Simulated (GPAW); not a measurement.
The system is HfN.

```xyz
2
Lattice="0.0000 2.4548 2.4548 2.4548 0.0000 2.4548 2.4548 2.4548 0.0000" Properties=species:S:1:pos:R:3 pbc="T T T"
Hf    0.0000    0.0000    0.0000
N     1.2274    1.2274    1.2274
```

The cell comes from a database or a generator and needn't be the stable form of this composition.

| Item | Value |
| --- | --- |
| Program | GPAW 26.7.0 |
| Task | relaxation of cell and atoms |
| Functional | PBEsol |
| Dispersion | D3(BJ)+ATM |
| Potentials or basis | PAW data sets generated in the run's folder for this functional |
| Cutoff | 800 eV |
| Basis | pw |
| k mesh | 9 × 9 × 9 |
| Occupations | fermi-dirac, width 0.05 eV |
| Spin | no spin polarisation |

At the start: pressure -7.0 GPa; volume 14.79 Å³/atom.

**Question.** How do energy, volume and symmetry change on relaxing?

**Answer.** Over 3 steps the energy falls by 10.3 meV/atom and the volume is 14.26 Å³/atom (-3.6 %); space group F-43m (No. 216, to 0.05 Å).

The path:
```
step  energy change (eV)  largest force (eV/Å)  pressure (GPa)  volume (Å³)
   1              0.0000                0.0000           -7.03        29.59
   2             -0.0135                0.0000           -4.40        29.18
   3             -0.0206                0.0000            0.17        28.53
```

Final structure:
```
CELL_PARAMETERS angstrom
0.00000 2.42523 2.42523
2.42523 0.00000 2.42523
2.42523 2.42523 0.00000
ATOMIC_POSITIONS crystal
Hf 0.00000 0.00000 0.00000
N 0.25000 0.25000 0.25000
```

Caveat: later steps reuse the first step's grids; pairwise dispersion overbinds metals, which lowers pressure and volume.
